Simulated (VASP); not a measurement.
# ZnSe (Stilleite): phonons with PBEsol

Crystal: ZnSe (Stilleite).

```
Zn Se
1.0
     0.00000    2.82066    2.82066
     2.82066    0.00000    2.82066
     2.82066    2.82066    0.00000
Zn Se
1 1
Cartesian
  0.0000 0.0000 0.0000
  1.4103 1.4103 1.4103
```

```yaml
Program: VASP 6.6.1
Task: phonons
Functional: PBEsol
Potentials_or_basis: VASP PAW PBE potentials, release 64 (Zn, Se)
Cutoff: 600 eV
k_mesh: 8 × 8 × 8
Occupations: gaussian, width 0.03 eV
Spin: no spin polarisation
By_perturbation_theory: no
Further_INCAR_settings: ALGO = Normal; EDIFF = 1e-08; IBRION = 6; POTIM = 0.015; NSW = 1
```

The highest phonon frequency at Γ, LO-TO splitting left out is 209 cm⁻¹.

Phonon frequencies in cm⁻¹ (negative: imaginary):
```csv
q point,frequencies
"(0.000, 0.000, 0.000)",0 0 0 209 209 209
```

Run time: 2.7 min on 1 thread of Intel(R) Xeon(R) Platinum 8488C (Sapphire Rapids), with other jobs on the host, peak memory 0.27 GiB.
